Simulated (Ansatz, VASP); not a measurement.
# One calculation of CoSi, two programs

```
Co Si
1.0
     0.00000    2.33132    2.33132
     2.33132    0.00000    2.33132
     2.33132    2.33132    0.00000
Co Si
1 1
Direct
  0.00000 0.00000 0.00000
  0.50000 0.50000 0.50000
```

Change from the starting cell: volume scaled by 1, to set the pressure.

Alike in both runs: task single point; functional PBE; k mesh 14 × 14 × 14; occupations fermi-dirac, width 0.05 eV; no spin polarisation.

```csv
,VASP,Ansatz
version,VASP 6.6.1,Ansatz 0.2.0
potentials or method,"VASP PAW PBE potentials, release 64 (Co, Si)","PAW with Ansatz's default frozen-core files, scalar-relativistic"
plane-wave cutoff (eV),520,420
valence electrons in the cell,13,21
```

```csv
,VASP,Ansatz,Ansatz less VASP
pressure (GPa),0.0,0.0,+0.03
```

The functional is the same, so the differences come from potentials, cutoffs and numerics. The two sets of potentials don't hold the same shells in valence.

Spin polarisation is off, so any magnetic state and its effect on volume and gap are missing.
